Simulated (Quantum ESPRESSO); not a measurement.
# Al (Pm-3m) in Quantum ESPRESSO: notebook

Aim: see how the results for Al move with the level of theory and the settings. Levels: PBEsol, PBE. Tasks: phonons.

Program: Quantum ESPRESSO 7.5. These are calculated values, not measurements. Logs are shortened: lines on timing, memory, paths and dates and some standing lists are left out, and cuts for length are marked.

### Step 1. The structure

The structure is cubic, space group Pm-3m (No. 221). The conventional cell has a = 2.722 Å, b = 2.722 Å, c = 2.722 Å, α = 90.00°, β = 90.00°, γ = 90.00°. Al (site symmetry m-3m) has 6 Al at 2.72 Å as nearest neighbours.

The cell was built by a generator and needn't be a form met in nature.

### Step 2. Phonons, PBEsol, collinear spin, ferromagnetic start (volume scaled by 1.15)

pw.in

```
&CONTROL
  calculation = 'scf'
  prefix = 'pwscf'
  outdir = './tmp'
  pseudo_dir = './pseudo'
  tprnfor = .true.
  tstress = .true.
  disk_io = 'low'
/
&SYSTEM
  ibrav = 0
  celldm(1) = 8
  nat = 1
  ntyp = 1
  ecutwfc = 40
  nbnd = 9
  occupations = 'smearing'
  smearing = 'mv'
  degauss = 0.01469973
  nspin = 2
  starting_magnetization(1) = 0.1667
/
&ELECTRONS
  conv_thr = 2d-10
  electron_maxstep = 120
  mixing_beta = 0.9
  diagonalization = 'paro'
/
ATOMIC_SPECIES
Al    26.9815 Al.upf
CELL_PARAMETERS alat
  0.6735833146835   0.0000000000000   0.0000000000000
  0.0000000000000   0.6735833146835   0.0000000000000
  0.0000000000000   0.0000000000000   0.6735833146835
ATOMIC_POSITIONS crystal
Al     0.0000000000    0.0000000000    0.0000000000
K_POINTS automatic
10 10 10 0 0 0
```

scf2.in

```
&CONTROL
  calculation = 'scf'
  prefix = 'pwscf'
  outdir = './tmp'
  pseudo_dir = './pseudo'
  tprnfor = .true.
  tstress = .true.
  disk_io = 'low'
/
&SYSTEM
  ibrav = 0
  celldm(1) = 8
  nat = 1
  ntyp = 1
  ecutwfc = 40
  nbnd = 9
  occupations = 'smearing'
  smearing = 'mv'
  degauss = 0.01469973
  nspin = 2
  starting_magnetization(1) = 0.1667
/
&ELECTRONS
  conv_thr = 1d-13
  electron_maxstep = 120
  mixing_beta = 0.9
  diagonalization = 'paro'
  startingpot = 'file'
  startingwfc = 'file'
/
ATOMIC_SPECIES
Al    26.9815 Al.upf
CELL_PARAMETERS alat
  0.6735833146835   0.0000000000000   0.0000000000000
  0.0000000000000   0.6735833146835   0.0000000000000
  0.0000000000000   0.0000000000000   0.6735833146835
ATOMIC_POSITIONS crystal
Al     0.0000000000    0.0000000000    0.0000000000
K_POINTS automatic
10 10 10 0 0 0
```

ph.in

```
phonons of Al
&INPUTPH
  prefix = 'pwscf'
  outdir = './tmp'
  tr2_ph = 1d-18
  fildyn = 'dyn'
  niter_ph = 90
  alpha_mix(1) = 0.4
/
0.0000000000 0.7422986720 0.0000000000
```

relax_v0.99.in

```
&CONTROL
  calculation = 'relax'
  prefix = 'pwscf'
  outdir = './tmp'
  pseudo_dir = './pseudo'
  tprnfor = .true.
  tstress = .true.
  disk_io = 'low'
  nstep = 30
  forc_conv_thr = 0.0001
  etot_conv_thr = 1d-06
/
&SYSTEM
  ibrav = 0
  celldm(1) = 8
  nat = 1
  ntyp = 1
  ecutwfc = 40
  nbnd = 9
  occupations = 'smearing'
  smearing = 'mv'
  degauss = 0.01469973
  nspin = 2
  starting_magnetization(1) = 0.1667
/
&ELECTRONS
  conv_thr = 1d-13
  electron_maxstep = 120
  mixing_beta = 0.9
  diagonalization = 'paro'
/
&IONS
  ion_dynamics = 'bfgs'
/
ATOMIC_SPECIES
Al    26.9815 Al.upf
CELL_PARAMETERS alat
  0.6713305108487   0.0000000000000   0.0000000000000
  0.0000000000000   0.6713305108487   0.0000000000000
  0.0000000000000   0.0000000000000   0.6713305108487
ATOMIC_POSITIONS crystal
Al     0.0000000000    0.0000000000    0.0000000000
K_POINTS automatic
10 10 10 0 0 0
```

ph_v0.99.in

```
phonons at 0.99 of the volume
&INPUTPH
  prefix = 'pwscf'
  outdir = './tmp'
  tr2_ph = 1d-18
  fildyn = 'dyn_v0.99'
  niter_ph = 90
  alpha_mix(1) = 0.4
/
0.0000000000 0.7447896259 0.0000000000
```

relax_v1.01.in

```
&CONTROL
  calculation = 'relax'
  prefix = 'pwscf'
  outdir = './tmp'
  pseudo_dir = './pseudo'
  tprnfor = .true.
  tstress = .true.
  disk_io = 'low'
  nstep = 30
  forc_conv_thr = 0.0001
  etot_conv_thr = 1d-06
/
&SYSTEM
  ibrav = 0
  celldm(1) = 8
  nat = 1
  ntyp = 1
  ecutwfc = 40
  nbnd = 9
  occupations = 'smearing'
  smearing = 'mv'
  degauss = 0.01469973
  nspin = 2
  starting_magnetization(1) = 0.1667
/
&ELECTRONS
  conv_thr = 1d-13
  electron_maxstep = 120
  mixing_beta = 0.9
  diagonalization = 'paro'
/
&IONS
  ion_dynamics = 'bfgs'
/
ATOMIC_SPECIES
Al    26.9815 Al.upf
CELL_PARAMETERS alat
  0.6758211494543   0.0000000000000   0.0000000000000
  0.0000000000000   0.6758211494543   0.0000000000000
  0.0000000000000   0.0000000000000   0.6758211494543
ATOMIC_POSITIONS crystal
Al     0.0000000000    0.0000000000    0.0000000000
K_POINTS automatic
10 10 10 0 0 0
```

ph_v1.01.in

```
phonons at 1.01 of the volume
&INPUTPH
  prefix = 'pwscf'
  outdir = './tmp'
  tr2_ph = 1d-18
  fildyn = 'dyn_v1.01'
  niter_ph = 90
  alpha_mix(1) = 0.4
/
0.0000000000 0.7398407114 0.0000000000
```

Potentials or basis: PseudoDojo 0.4.1 SR PBEsol standard.

Started as:

```sh
> OMP_NUM_THREADS=1 pw.x -in pw.in > pw.out
> OMP_NUM_THREADS=1 pw.x -in scf2.in > scf2.out
> OMP_NUM_THREADS=1 ph.x -in ph.in > ph.out
> OMP_NUM_THREADS=1 pw.x -in relax_v0.99.in > relax_v0.99.out
> OMP_NUM_THREADS=1 ph.x -in ph_v0.99.in > ph_v0.99.out
> OMP_NUM_THREADS=1 pw.x -in relax_v1.01.in > relax_v1.01.out
> OMP_NUM_THREADS=1 ph.x -in ph_v1.01.in > ph_v1.01.out
```

pw.out:

```text
This program is part of the open-source Quantum ESPRESSO suite
     for quantum simulation of materials; please cite
[... 9 lines left out ...]
     --------------------
     sticks:   dense  smooth     PW     G-vecs:    dense   smooth      PW
     Sum         373     373    121                 5377     5377    1021

     Using Slab Decomposition

     bravais-lattice index     =            0
     lattice parameter (alat)  =       8.0000  a.u.
     unit-cell volume          =     156.4746 (a.u.)^3
     number of atoms/cell      =            1
     number of atomic types    =            1
     number of electrons       =         3.00
     number of Kohn-Sham states=            9
     kinetic-energy cutoff     =      40.0000  Ry
     charge density cutoff     =     160.0000  Ry
     scf convergence threshold =      2.0E-10
     mixing beta               =       0.9000
     number of iterations used =            8  plain     mixing
     Exchange-correlation= PBESOL
                           (   1   4  10   8   0   0   0)

     celldm(1)=   8.000000  celldm(2)=   0.000000  celldm(3)=   0.000000
     celldm(4)=   0.000000  celldm(5)=   0.000000  celldm(6)=   0.000000

     crystal axes: (cart. coord. in units of alat)
               a(1) = (   0.673583   0.000000   0.000000 )
               a(2) = (   0.000000   0.673583   0.000000 )
               a(3) = (   0.000000   0.000000   0.673583 )

     reciprocal axes: (cart. coord. in units 2 pi/alat)
               b(1) = (  1.484597  0.000000  0.000000 )
               b(2) = (  0.000000  1.484597  0.000000 )
               b(3) = (  0.000000  0.000000  1.484597 )

     PseudoPot. # 1 for Al read from file:
     Al.upf
     Pseudo is Norm-conserving + core correction, Zval =  3.0
     Generated using ONCVPSP code by D. R. Hamann
     Using radial grid of 1876 points,  6 beta functions with:
                l(1) =   0
                l(2) =   0
                l(3) =   1
                l(4) =   1
                l(5) =   2
                l(6) =   2

     atomic species   valence    mass     pseudopotential
     Al                3.00    26.98150     Al( 1.00)

     Starting magnetic structure
     atomic species   magnetization
     Al              0.167

     48 Sym. Ops., with inversion, found

   Cartesian axes

     site n.     atom                  positions (alat units)
         1        Al     tau(   1) = (   0.0000000   0.0000000   0.0000000  )

     number of k points=    56  Marzari-Vanderbilt smearing, width (Ry)=  0.0147
                       cart. coord. in units 2pi/alat
        k(    1) = (   0.0000000   0.0000000   0.0000000), wk =   0.0010000
        k(    2) = (   0.0000000   0.0000000   0.1484597), wk =   0.0060000
        k(    3) = (   0.0000000   0.0000000   0.2969195), wk =   0.0060000
        k(    4) = (   0.0000000   0.0000000   0.4453792), wk =   0.0060000
        k(    5) = (   0.0000000   0.0000000   0.5938389), wk =   0.0060000
        k(    6) = (   0.0000000   0.0000000  -0.7422987), wk =   0.0030000
[... 48 lines left out ...]
        k(   55) = (   0.5938389  -0.7422987  -0.7422987), wk =   0.0060000
        k(   56) = (  -0.7422987  -0.7422987  -0.7422987), wk =   0.0010000

     Dense  grid:     5377 G-vectors     FFT dimensions: (  24,  24,  24)

     Generating pointlists ...
     new r_m :   0.2779 (alat units)  2.2228 (a.u.) for type    1

     Initial potential from superposition of free atoms

     starting charge       2.9977, renormalised to       3.0000
     Starting wfcs are    4 randomized atomic wfcs +    5 random wfcs

     Self-consistent Calculation

     iteration #  1     ecut=    40.00 Ry     beta= 0.90
     ParO style diagonalization
     ethr =  1.00E-02,  avg # of iterations = 10.2

     Threshold (ethr) on eigenvalues was too large:
     Diagonalizing with lowered threshold

     ParO style diagonalization
     ethr =  1.09E-04,  avg # of iterations =  3.6

     total energy              =      -4.60283925 Ry
     estimated scf accuracy    <       0.00324214 Ry

     total magnetization       =     0.15 Bohr mag/cell
     absolute magnetization    =     0.15 Bohr mag/cell

     iteration #  2     ecut=    40.00 Ry     beta= 0.90
     ParO style diagonalization
     ethr =  1.08E-04,  avg # of iterations =  3.4

     total energy              =      -4.60376821 Ry
     estimated scf accuracy    <       0.00005872 Ry

     total magnetization       =     0.07 Bohr mag/cell
     absolute magnetization    =     0.07 Bohr mag/cell

     iteration #  3     ecut=    40.00 Ry     beta= 0.90
     ParO style diagonalization
     ethr =  1.96E-06,  avg # of iterations =  3.9

     total energy              =      -4.60390185 Ry
     estimated scf accuracy    <       0.00000561 Ry

     total magnetization       =     0.03 Bohr mag/cell
     absolute magnetization    =     0.03 Bohr mag/cell

     iteration #  4     ecut=    40.00 Ry     beta= 0.90
     ParO style diagonalization
     ethr =  1.87E-07,  avg # of iterations =  4.5

     total energy              =      -4.60392921 Ry
     estimated scf accuracy    <       0.00000044 Ry

     total magnetization       =     0.01 Bohr mag/cell
     absolute magnetization    =     0.01 Bohr mag/cell

     iteration #  5     ecut=    40.00 Ry     beta= 0.90
     ParO style diagonalization
     ethr =  1.45E-08,  avg # of iterations =  5.0

     Magnetic moment per site  (integrated on atomic sphere of radius R)
     atom   1 (R=0.278)  charge=  1.5122  magn= -0.0000

     End of self-consistent calculation

     Number of k-points >= 100: set verbosity='high' to print the bands.

     the Fermi energy is     4.4293 ev

!    total energy              =      -4.60393316 Ry
     estimated scf accuracy    <          1.3E-10 Ry
     smearing contrib. (-TS)   =      -0.00013684 Ry
     internal energy E=F+TS    =      -4.60379632 Ry

     The total energy is F=E-TS. E is the sum of the following terms:
     one-electron contribution =       2.11762198 Ry
     hartree contribution      =       0.04359215 Ry
     xc contribution           =      -2.02623556 Ry
     ewald contribution        =      -4.73877489 Ry

     total magnetization       =    -0.00 Bohr mag/cell
     absolute magnetization    =     0.00 Bohr mag/cell

     convergence has been achieved in   5 iterations

     Forces acting on atoms (cartesian axes, Ry/au):

     atom    1 type  1   force =     0.00000000    0.00000000    0.00000000

     Total force =     0.000000     Total SCF correction =     0.000000

     Computing stress (Cartesian axis) and pressure

          total   stress  (Ry/bohr**3)                   (kbar)     P=      -68.33
  -0.00046449   0.00000000   0.00000000          -68.33        0.00        0.00
   0.00000000  -0.00046449   0.00000000            0.00      -68.33        0.00
   0.00000000   0.00000000  -0.00046449            0.00        0.00      -68.33

=------------------------------------------------------------------------------=
   JOB DONE.
=------------------------------------------------------------------------------=
```

Run time: 1.7 min. Hardware: 1 thread of Intel Xeon 6975P-C (Granite Rapids), shared host; peak memory 0.09 GiB.

What came out:

| Property | Result |
| --- | --- |
| Free energy | -62.6397 eV |
| Pressure after relaxing | -6.8 GPa |
| Band gap on the k mesh | none (metal or under the smearing width) |
| Net moment | 0.00 μB per cell |
| Absolute moment | 0.00 μB per cell |
| Valence electrons inside the program's atomic spheres | Al 1.51 |
| Highest phonon frequency at the q point run | 250 cm⁻¹ |
| Most unstable mode | 66i cm⁻¹ |

Phonon frequencies in cm⁻¹ (negative: imaginary):
```tsv
q point	frequencies
(0.000, 0.500, 0.000)	-66 -66 250
```

Phonon modes at q = (0.000, 0.500, 0.000) in reciprocal lattice units:
| mode | symmetry | cm⁻¹ |
| --- | --- | --- |
| 1 | E_u | -66 |
| 2 | E_u | -66 |
| 3 | A_2u | 250 |

Mode Grüneisen parameters of phonons at q = (0.000, 0.500, 0.000) in reciprocal lattice units, in order of frequency: n/a, n/a, 2.47

Frequencies at 99 % and 101 % of the volume (pressures -6.6 and -7.1 GPa), ions relaxed:
```
mode  99 % (cm⁻¹)  101 % (cm⁻¹)  Grüneisen parameter
   3        255.9         243.6                 2.47
```

Caveat: the mesh is thin for the phonons of a metal; some modes are imaginary; the cell is more than 3 GPa from zero pressure, which shifts response properties.

[end of part 1 of 3]
